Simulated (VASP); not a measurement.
# CuCl (Nantokite): relaxation of cell and atoms with PBE+D3(BJ)

CuCl (Nantokite):

```
Cu Cl
1.0
     0.00000    2.70285    2.70285
     2.70285    0.00000    2.70285
     2.70285    2.70285    0.00000
Cu Cl
1 1
Direct
  0.00000 0.00000 0.00000
  0.25000 0.25000 0.25000
```

- Program: VASP 6.6.1
- Task: relaxation of cell and atoms
- Functional: PBE
- Dispersion: D3(BJ)
- Potentials or basis: VASP PAW PBE potentials, release 64 (Cu, Cl)
- Cutoff: 600 eV
- k mesh: 10 × 10 × 10
- Occupations: gaussian, width 0.03 eV
- Spin: no spin polarisation
- Further INCAR settings: ALGO = Normal; EDIFF = 1e-06; IBRION = 2; EDIFFG = -0.01; NSW = 90; ISIF = 3

| Item | Value |
| --- | --- |
| Relaxed volume | 19.04 Å³/atom |
| Relaxed cell | a = 3.776 Å, b = 3.776 Å, c = 3.776 Å, α = 60.00°, β = 60.00°, γ = 60.00° |
| Space group after relaxing (to 0.05 Å) | F-43m (No. 216) |
| Energy gained by relaxing | 4.2 meV/atom |
| Ionic steps | 4 |
| Pressure after relaxing | 0.0 GPa |
| Band gap on the k mesh | 0.62 eV, direct |
| Dispersion energy per atom | -0.292 eV |

Step by step:
```csv
step,energy change (eV),largest force (eV/Å),pressure (GPa),volume (Å³)
1,0.0000,0.0000,-1.83,39.49
2,-0.0083,0.0000,-0.29,38.22
3,-0.0083,0.0000,0.26,37.96
4,-0.0083,0.0000,0.02,38.08
```

Final structure:
```
Cu Cl
1.0
     0.00000    2.67028    2.67028
     2.67028    0.00000    2.67028
     2.67028    2.67028    0.00000
Cu Cl
1 1
Direct
  0.00000 0.00000 0.00000
  0.25000 0.25000 0.25000
```

Levels at points of the mesh, in eV from the valence-band top:
| k point | band 7 | band 8 | band 9 | band 10 | band 11 | band 12 |
| --- | --- | --- | --- | --- | --- | --- |
| (0.00, 0.00, 0.00) | 0.00 | 0.00 | 0.00 | 0.62 | 6.75 | 6.75 |
| (0.50, 0.00, 0.00) | -1.48 | -0.61 | -0.61 | 2.97 | 6.97 | 7.19 |
| (0.50, 0.50, 0.00) | -1.41 | -1.20 | -1.20 | 3.41 | 4.55 | 8.98 |

It took 74 s on 1 thread of Intel(R) Xeon(R) Platinum 8259CL CPU @ 2.50GHz (Skylake/Cascade Lake) (shared host), peak memory 0.2 GiB.

A k mesh can miss the band edges. PBE gaps usually lie below the measured ones, often by a third to a half.
